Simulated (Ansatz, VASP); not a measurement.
Ru: VASP beside Ansatz

```
CELL_PARAMETERS angstrom
2.69675 0.00000 0.00000
-1.34837 2.33545 0.00000
0.00000 0.00000 4.26758
ATOMIC_POSITIONS crystal
Ru 0.33333 0.66667 0.25000
Ru 0.66667 0.33333 0.75000
```

Change from the starting cell: volume scaled by 0.99, crystal datasets.

Alike in both runs: task electric field gradients; functional PBE; k mesh 14 × 14 × 8; occupations fermi-dirac, width 0.03 eV; no spin polarisation.

```csv
,VASP,Ansatz
version,VASP 6.6.1,Ansatz 0.2.0
potentials or method,"VASP PAW PBE potentials, release 64 (Ru_pv), cutoff 520 eV","all-electron PAW with datasets made for the crystal, scalar-relativistic"
```

|  | VASP | Ansatz | Ansatz less VASP |
| --- | --- | --- | --- |
| pressure (GPa) | 7.9 | 7.9 | 0.00 |
| largest component of the traceless stress (GPa) | 0.98 | 1.01 | +0.037 |
| Vzz of the field gradient on the site that differs most (V/Å²) | -13.2 | -10.4 | +2.79 |

Ansatz ran all-electron here, so the differences hold the error of VASP's frozen core and of both bases. Ansatz warned: «gradients_without_spin_orbit».
